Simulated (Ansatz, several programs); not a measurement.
KF built on the h-MgO prototype, relaxed with PBE in Ansatz (plane waves, PAW): it is hexagonal, P6_3/mmc (No. 194); a = 4.546 Å, c = 5.376 Å in the conventional setting, 24.06 Å³ an atom. Around K lie 5 F at 2.62–2.69 Å; around F lie 5 K at 2.62–2.69 Å. The cell was then scaled with its shape and fractional coordinates held, which makes it stiffer than a relaxed compression. No spin polarisation. The prototype was imposed, so other structures may be more stable.

| V (Å³/atom) | E (meV/atom) |
| --- | --- |
| 22.613 | 7.18 |
| 23.334 | 1.72 |
| 24.056 | 0.00 |
| 25.499 | 5.45 |

Problem. Pass a cubic E = c₀ + c₁u + c₂u² + c₃u³, with u = V − 23.875 Å³, through these points.

Solution. c₀ = 0.11, c₁ = -1.180, c₂ = 3.174, c₃ = -0.2606 (meV and Å³).

Problem. Where is the minimum, and what bulk modulus follows?

Solution. dE/du = 0 at u = +0.190, so V₀ = 24.07 Å³. B = V₀ d²E/dV² = 24.07 × (2c₂ + 6c₃u) = 24.07 × 6.051 = 146 meV/Å³, and 1 meV/Å³ is 0.16022 GPa: 23 GPa. A third-order Birch-Murnaghan fit to all five points gives 24.07 Å³ and 23 GPa.

Problem. Predict the energy and the pressure at the withheld volume, 24.778 Å³.

Solution. With u = +0.903: E ≈ 1.44 meV and P = −dE/dV ≈ -0.63 GPa. The run gives 1.39 meV and, from its stress, -0.63 GPa.
